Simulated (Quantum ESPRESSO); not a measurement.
# Ga (C2/c) in Quantum ESPRESSO: notebook

Runs on Ga. Level: PBEsol. Tasks: single point, equation of state.

All numbers are computed with Quantum ESPRESSO 7.5; they aren't measurements. Logs are shortened: lines on timing, memory, paths and dates and some standing lists are left out, and cuts for length are marked.

### 1 Starting point

Symmetry: C2/c, No. 15, monoclinic system. Conventional cell: a = 2.766 Å, b = 8.053 Å, c = 3.332 Å, α = 90.00°, β = 92.02°, γ = 90.00°. Around Ga (site symmetry 2) lie 8 Ga at 2.69 to 2.92 Å.

This isn't the form of Ga at room conditions, which is orthorhombic.

### 2 Single point, PBEsol, 17.43 Å³/atom

The input, pw.in:

```
&CONTROL
  calculation = 'scf'
  prefix = 'pwscf'
  outdir = './tmp'
  pseudo_dir = './pseudo'
  tstress = .true.
  disk_io = 'nowf'
/
&SYSTEM
  ibrav = 0
  nat = 2
  ntyp = 1
  ecutwfc = 56
  ecutrho = 448
  nbnd = 27
  occupations = 'smearing'
  smearing = 'fd'
  degauss = 0.00367493
/
&ELECTRONS
  conv_thr = 4d-10
  electron_maxstep = 120
  mixing_beta = 0.5
/
ATOMIC_SPECIES
Ga    69.7230 ga_pbesol_v1.4.uspp.F.UPF
CELL_PARAMETERS angstrom
   1.3547675884   -3.9443034667    0.0000000000
   1.3547675884    3.9443034667    0.0000000000
  -0.1150499344    0.0000000000    3.2619526240
ATOMIC_POSITIONS crystal
Ga     0.1310000000    0.8690000000    0.7500000000
Ga     0.8690000000    0.1310000000    0.2500000000
K_POINTS automatic
10 10 8 0 0 0
```

Potentials or basis: GBRV 1.5 PBEsol.

Command:

```sh
> OMP_NUM_THREADS=1 mpirun -n 2 pw.x -nk 2 -in pw.in > pw.out
```

pw.out:

```text
This program is part of the open-source Quantum ESPRESSO suite
     for quantum simulation of materials; please cite
         "P. Giannozzi et al., J. Phys.:Condens. Matter 21 395502 (2009);
         "P. Giannozzi et al., J. Phys.:Condens. Matter 29 465901 (2017);
         "P. Giannozzi et al., J. Chem. Phys. 152 154105 (2020);
     in publications or presentations arising from this work. More details at

     Message from routine setup:
     using ibrav=0 with symmetry is DISCOURAGED, use correct ibrav instead

     K-points division:     npool     =       2
     Subspace diagonalization in iterative solution of the eigenvalue problem:
     a serial algorithm will be used

     G-vector sticks info
     --------------------
     sticks:   dense  smooth     PW     G-vecs:    dense   smooth      PW
     Sum        1359     687    239                37679    13349    2725

     Using Slab Decomposition

     bravais-lattice index     =            0
     lattice parameter (alat)  =       7.8811  a.u.
     unit-cell volume          =     235.2553 (a.u.)^3
     number of atoms/cell      =            2
     number of atomic types    =            1
     number of electrons       =        38.00
     number of Kohn-Sham states=           27
     kinetic-energy cutoff     =      56.0000  Ry
     charge density cutoff     =     448.0000  Ry
     scf convergence threshold =      4.0E-10
     mixing beta               =       0.5000
     number of iterations used =            8  plain     mixing
     Exchange-correlation= SLA  PW   PSX  PSC
                           (   1   4  10   8   0   0   0)

     celldm(1)=   7.881070  celldm(2)=   0.000000  celldm(3)=   0.000000
     celldm(4)=   0.000000  celldm(5)=   0.000000  celldm(6)=   0.000000

     crystal axes: (cart. coord. in units of alat)
               a(1) = (   0.324847  -0.945767   0.000000 )
               a(2) = (   0.324847   0.945767   0.000000 )
               a(3) = (  -0.027587   0.000000   0.782152 )

     reciprocal axes: (cart. coord. in units 2 pi/alat)
               b(1) = (  1.539187 -0.528672  0.054288 )
               b(2) = (  1.539187  0.528672  0.054288 )
               b(3) = ( -0.000000  0.000000  1.278523 )

     PseudoPot. # 1 for Ga read from file:
     ga_pbesol_v1.4.uspp.F.UPF
     Pseudo is Ultrasoft + core correction, Zval = 19.0
     Generated by new atomic code, or converted to UPF format
     Using radial grid of  871 points,  6 beta functions with:
                l(1) =   0
                l(2) =   0
                l(3) =   1
                l(4) =   1
                l(5) =   2
                l(6) =   2
     Q(r) pseudized with  8 coefficients,  rinner =    1.250   1.250   1.250
                                                       1.250   1.250

     atomic species   valence    mass     pseudopotential
     Ga               19.00    69.72300     Ga( 1.00)

      4 Sym. Ops., with inversion, found ( 2 have fractional translation)

   Cartesian axes

     site n.     atom                  positions (alat units)
         1        Ga     tau(   1) = (   0.3041567   0.6979758   0.5866142  )
         2        Ga     tau(   2) = (   0.3179500  -0.6979758   0.1955381  )

     number of k points=   227  Fermi-Dirac smearing, width (Ry)=  0.0037

     Number of k-points >= 100: set verbosity='high' to print them.

     Dense  grid:    37679 G-vectors     FFT dimensions: (  54,  54,  48)

     Smooth grid:    13349 G-vectors     FFT dimensions: (  40,  40,  30)

     Check: negative core charge=   -0.000001

     Initial potential from superposition of free atoms

     starting charge      36.0000, renormalised to      38.0000
     Starting wfcs are   24 randomized atomic wfcs +    3 random wfcs

     Self-consistent Calculation

     iteration #  1     ecut=    56.00 Ry     beta= 0.50
     Davidson diagonalization with overlap
     ethr =  1.00E-02,  avg # of iterations =  5.9

     total energy              =    -821.19539861 Ry
     estimated scf accuracy    <      18.13532790 Ry

     iteration #  2     ecut=    56.00 Ry     beta= 0.50
     Davidson diagonalization with overlap
     ethr =  1.00E-02,  avg # of iterations =  2.2

     total energy              =    -829.76702250 Ry
     estimated scf accuracy    <       4.41843903 Ry

     iteration #  3     ecut=    56.00 Ry     beta= 0.50
     Davidson diagonalization with overlap
     ethr =  1.00E-02,  avg # of iterations =  2.0

     total energy              =    -829.85524746 Ry
     estimated scf accuracy    <       0.50030188 Ry

     iteration #  4     ecut=    56.00 Ry     beta= 0.50
     Davidson diagonalization with overlap
     ethr =  1.32E-03,  avg # of iterations =  2.0

     total energy              =    -829.98455453 Ry
     estimated scf accuracy    <       0.00374909 Ry

     iteration #  5     ecut=    56.00 Ry     beta= 0.50
     Davidson diagonalization with overlap
     ethr =  9.87E-06,  avg # of iterations =  4.5

     total energy              =    -829.98599294 Ry
     estimated scf accuracy    <       0.00190334 Ry

     iteration #  6     ecut=    56.00 Ry     beta= 0.50
     Davidson diagonalization with overlap
     ethr =  5.01E-06,  avg # of iterations =  2.0

     total energy              =    -829.98620030 Ry
     estimated scf accuracy    <       0.00007985 Ry

     iteration #  7     ecut=    56.00 Ry     beta= 0.50
     Davidson diagonalization with overlap
     ethr =  2.10E-07,  avg # of iterations =  3.8

     total energy              =    -829.98623721 Ry
     estimated scf accuracy    <       0.00001818 Ry

     iteration #  8     ecut=    56.00 Ry     beta= 0.50
     Davidson diagonalization with overlap
     ethr =  4.79E-08,  avg # of iterations =  2.3

     total energy              =    -829.98624133 Ry
     estimated scf accuracy    <       0.00000003 Ry

     iteration #  9     ecut=    56.00 Ry     beta= 0.50
     Davidson diagonalization with overlap
     ethr =  7.28E-11,  avg # of iterations =  4.3

     total energy              =    -829.98624144 Ry
     estimated scf accuracy    <       0.00000001 Ry

     iteration # 10     ecut=    56.00 Ry     beta= 0.50
     Davidson diagonalization with overlap
     ethr =  3.59E-11,  avg # of iterations =  2.0

     total energy              =    -829.98624145 Ry
     estimated scf accuracy    <          1.2E-09 Ry

     iteration # 11     ecut=    56.00 Ry     beta= 0.50
     Davidson diagonalization with overlap
     ethr =  3.12E-12,  avg # of iterations =  2.8

     End of self-consistent calculation

     Number of k-points >= 100: set verbosity='high' to print the bands.

     the Fermi energy is    12.1373 ev

!    total energy              =    -829.98624145 Ry
     estimated scf accuracy    <          1.1E-11 Ry
     smearing contrib. (-TS)   =      -0.00036911 Ry
     internal energy E=F+TS    =    -829.98587234 Ry

     The total energy is F=E-TS. E is the sum of the following terms:
     one-electron contribution =    -658.26475177 Ry
     hartree contribution      =     345.83082769 Ry
     xc contribution           =     -96.00537027 Ry
     ewald contribution        =    -421.54657799 Ry

     convergence has been achieved in  11 iterations

     Computing stress (Cartesian axis) and pressure

          total   stress  (Ry/bohr**3)                   (kbar)     P=       19.15
   0.00018600  -0.00000000   0.00003865           27.36       -0.00        5.69
  -0.00000000   0.00014578  -0.00000000           -0.00       21.45       -0.00
   0.00003865   0.00000000   0.00005885            5.69        0.00        8.66

=------------------------------------------------------------------------------=
   JOB DONE.
=------------------------------------------------------------------------------=
```

Run time: 1.8 min. Hardware: 2 MPI ranks of Intel Xeon Platinum 8488C (Sapphire Rapids), shared host; peak memory 0.4 GiB.

What came out:

```yaml
Free_energy: -11292.5381 eV
Pressure: 1.9 GPa
Band_gap_on_the_k_mesh: none (metal or under the smearing width)
```

### 3 Single point, PBEsol, 17.80 Å³/atom

Edit pw.in of step 2 so:

```diff
@@ -27,5 +27,5 @@
 CELL_PARAMETERS angstrom
-   1.3547675884   -3.9443034667    0.0000000000
-   1.3547675884    3.9443034667    0.0000000000
-  -0.1150499344    0.0000000000    3.2619526240
+   1.3643085195   -3.9720811669    0.0000000000
+   1.3643085195    3.9720811669    0.0000000000
+  -0.1158601719    0.0000000000    3.2849248782
 ATOMIC_POSITIONS crystal
```

Potentials or basis: GBRV 1.5 PBEsol.

Command:

```sh
> OMP_NUM_THREADS=1 mpirun -n 2 pw.x -nk 2 -in pw.in > pw.out
```

Wall time 91 s (2 MPI ranks of Intel Xeon Platinum 8488C (Sapphire Rapids), shared host); peak memory 0.4 GiB.

The run converged. Its results:

* Free energy: -11292.5440 eV
* Pressure: 0.5 GPa
* Band gap on the k mesh: none (metal or under the smearing width)

### 4 Single point, PBEsol, 18.17 Å³/atom

Edit pw.in of step 3 so:

```diff
@@ -27,5 +27,5 @@
 CELL_PARAMETERS angstrom
-   1.3643085195   -3.9720811669    0.0000000000
-   1.3643085195    3.9720811669    0.0000000000
-  -0.1158601719    0.0000000000    3.2849248782
+   1.3737178411   -3.9994756958    0.0000000000
+   1.3737178411    3.9994756958    0.0000000000
+  -0.1166592328    0.0000000000    3.3075802485
 ATOMIC_POSITIONS crystal
```

Command:

```sh
> OMP_NUM_THREADS=1 mpirun -n 2 pw.x -nk 2 -in pw.in > pw.out
```

Run time: 85 s. Hardware: 2 MPI ranks of Intel Xeon Platinum 8488C (Sapphire Rapids), shared host; peak memory 0.42 GiB.

The run converged. Its results:

* Free energy: -11292.5436 eV
* Pressure: -0.8 GPa
* Band gap on the k mesh: none (metal or under the smearing width)

### 5 Single point, PBEsol, 18.54 Å³/atom

Edit pw.in of step 4 so:

```diff
@@ -27,5 +27,5 @@
 CELL_PARAMETERS angstrom
-   1.3737178411   -3.9994756958    0.0000000000
-   1.3737178411    3.9994756958    0.0000000000
-  -0.1166592328    0.0000000000    3.3075802485
+   1.3830000000   -4.0265000000    0.0000000000
+   1.3830000000    4.0265000000    0.0000000000
+  -0.1174474948    0.0000000000    3.3299294416
 ATOMIC_POSITIONS crystal
```

Command:

```sh
> OMP_NUM_THREADS=1 mpirun -n 2 pw.x -nk 2 -in pw.in > pw.out
```

Run time: 86 s. Hardware: 2 MPI ranks of Intel Xeon Platinum 8488C (Sapphire Rapids), shared host; peak memory 0.42 GiB.

Results (log left out):

* Free energy: -11292.5376 eV
* Pressure: -1.9 GPa
* Band gap on the k mesh: none (metal or under the smearing width)

### 6 Single point, PBEsol, 18.91 Å³/atom

Edit pw.in of step 5 so:

```diff
@@ -27,5 +27,5 @@
 CELL_PARAMETERS angstrom
-   1.3830000000   -4.0265000000    0.0000000000
-   1.3830000000    4.0265000000    0.0000000000
-  -0.1174474948    0.0000000000    3.3299294416
+   1.3921592073   -4.0531663400    0.0000000000
+   1.3921592073    4.0531663400    0.0000000000
+  -0.1182253154    0.0000000000    3.3519825971
 ATOMIC_POSITIONS crystal
```

Potentials or basis: GBRV 1.5 PBEsol.

Command:

```sh
> OMP_NUM_THREADS=1 mpirun -n 2 pw.x -nk 2 -in pw.in > pw.out
```

Wall time 83 s (2 MPI ranks of Intel Xeon Platinum 8488C (Sapphire Rapids), shared host); peak memory 0.42 GiB.

Results (log left out):

| Item | Value |
| --- | --- |
| Free energy | -11292.5268 eV |
| Pressure | -2.9 GPa |
| Band gap on the k mesh | none (metal or under the smearing width) |

### 7 Single point, PBEsol, 19.28 Å³/atom

Edit pw.in of step 6 so:

```diff
@@ -27,5 +27,5 @@
 CELL_PARAMETERS angstrom
-   1.3921592073   -4.0531663400    0.0000000000
-   1.3921592073    4.0531663400    0.0000000000
-  -0.1182253154    0.0000000000    3.3519825971
+   1.4011994555   -4.0794863395    0.0000000000
+   1.4011994555    4.0794863395    0.0000000000
+  -0.1189930338    0.0000000000    3.3737493278
 ATOMIC_POSITIONS crystal
```

Command:

```sh
> OMP_NUM_THREADS=1 mpirun -n 2 pw.x -nk 2 -in pw.in > pw.out
```

It took 95 s on 2 MPI ranks of Intel Xeon Platinum 8488C (Sapphire Rapids), shared host; peak memory 0.44 GiB.

The run converged. Its results:

```yaml
Free_energy: -11292.5117 eV
Pressure: -3.8 GPa
Band_gap_on_the_k_mesh: none (metal or under the smearing width)
```

### 8 Single point, PBEsol, 19.66 Å³/atom

Edit pw.in of step 7 so:

```diff
@@ -27,5 +27,5 @@
 CELL_PARAMETERS angstrom
-   1.4011994555   -4.0794863395    0.0000000000
-   1.4011994555    4.0794863395    0.0000000000
-  -0.1189930338    0.0000000000    3.3737493278
+   1.4101245334   -4.1054710295    0.0000000000
+   1.4101245334    4.1054710295    0.0000000000
+  -0.1197509717    0.0000000000    3.3952387564
 ATOMIC_POSITIONS crystal
```

Command:

```sh
> OMP_NUM_THREADS=1 mpirun -n 2 pw.x -nk 2 -in pw.in > pw.out
```

Wall time 90 s (2 MPI ranks of Intel Xeon Platinum 8488C (Sapphire Rapids), shared host); peak memory 0.44 GiB.

Results (log left out):

```
Free energy            : -11292.4931 eV
Pressure               : -4.5 GPa
Band gap on the k mesh : none (metal or under the smearing width)
```

### 9 Equation of state, PBEsol

Potentials or basis: GBRV 1.5 PBEsol.

No new run: the results of the series are fitted here.

What came out:

| Property | Result |
| --- | --- |
| Equilibrium volume | 17.96 Å³/atom |
| Bulk modulus at fixed shape and positions | 63 GPa |
| Pressure derivative of the bulk modulus | 5.6 |

Energy against volume, from the lowest point:
| volume (Å³/atom) | energy (meV/atom) |
| --- | --- |
| 17.431 | 2.95 |
| 17.801 | 0.00 |
| 18.172 | 0.21 |
| 18.543 | 3.20 |
| 18.914 | 8.60 |
| 19.285 | 16.13 |
| 19.656 | 25.47 |

Caveat: the cell was scaled at fixed shape and fractional positions, which overstates the stiffness of a crystal with free parameters, most of all of layers and chains.
